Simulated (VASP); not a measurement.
Here is a VASP 6.6.1 calculation.

The input POSCAR:

```
Mn
1.0
    0.0000000000      1.9292610051      1.9292610051
    1.9292610051      0.0000000000      1.9292610051
    1.9292610051      1.9292610051      0.0000000000
Mn
1
Direct
    0.0000000000      0.0000000000      0.0000000000
```

The input INCAR.step1:

```
ALGO = Normal
EDIFF = 1E-4
ENCUT = 520
GGA = PE
ISMEAR = 0
ISPIN = 2
LASPH = T
LCHARG = F
LMAXMIX = 4
LREAL = F
LWAVE = T
MAGMOM = 4
NBANDS = 16
NELM = 150
PREC = Accurate
SIGMA = 0.1
```

INCAR.step2

```
ALGO = Normal
EDIFF = 1E-7
ENCUT = 520
ISIF = 2
ISMEAR = 0
ISPIN = 2
ISTART = 1
LASPH = T
LCHARG = F
LMAXMIX = 4
LMIXTAU = T
LORBIT = 11
LREAL = F
LWAVE = F
MAGMOM = 4
METAGGA = R2SCAN
NBANDS = 16
NELM = 150
PREC = Accurate
SIGMA = 0.1
```

Contents of KPOINTS:

```
k-points
0
Gamma
  8 8 8
```

Potentials or basis: VASP PAW PBE potentials, release 64 (Mn_pv).

Command:

```console
$ cat potpaw_PBE.64/Mn_pv/POTCAR > POTCAR
$ cp INCAR.step1 INCAR
$ mpirun -np 1 vasp_std > vasp.out
$ cp INCAR.step2 INCAR
$ mpirun -np 1 vasp_std > vasp.out
```

Task: What does it give for the band gap on the k mesh?

Result: None (metal or under the smearing width).

Task: What does it give for the net moment?

Result: 3.70 μB per cell.
